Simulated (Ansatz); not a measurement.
**Tc: changing the dispersion correction**

The cell as given:

Symmetry: Fm-3m, No. 225, cubic system. The conventional cell has a = 3.900 Å, b = 3.900 Å, c = 3.900 Å, α = 90.00°, β = 90.00°, γ = 90.00°. Tc (site symmetry m-3m) has 12 Tc at 2.76 Å as nearest neighbours.

This isn't the form of Tc at room conditions, which is hcp.

Kept alike: task relaxation of cell and atoms; functional r2SCAN; k mesh 12 × 12 × 12; occupations fermi-dirac, width 0.05 eV; no spin polarisation. Program: Ansatz, Ansatz PAW (files of its older set among them), cutoff 500 eV. The mesh is that of the run's cell of 1 atom. No spin-orbit coupling.

```csv
dispersion correction,volume (Å³/atom)
D3(BJ),14.127
D3(BJ)-ATM,14.198
D4,14.194
none,14.279
rVV10,14.178
```

The relaxations keep at least the cell's symmetry (Fm-3m). For a metal such a mesh leaves the last digits unconverged. Relaxations stop with a little pressure left, so the last digits of a volume or edge aren't settled. All rows use potentials made for PBE.

What does the dispersion correction change here?

The volume runs from 14.127 (D3(BJ)) to 14.279 Å³/atom (none). Against no correction: D3(BJ) -1.1 %; D3(BJ)-ATM -0.6 %; D4 -0.6 %; rVV10 -0.7 %. Dispersion terms mostly attract and so lower the volume; the schemes' coefficients and damping set how far.
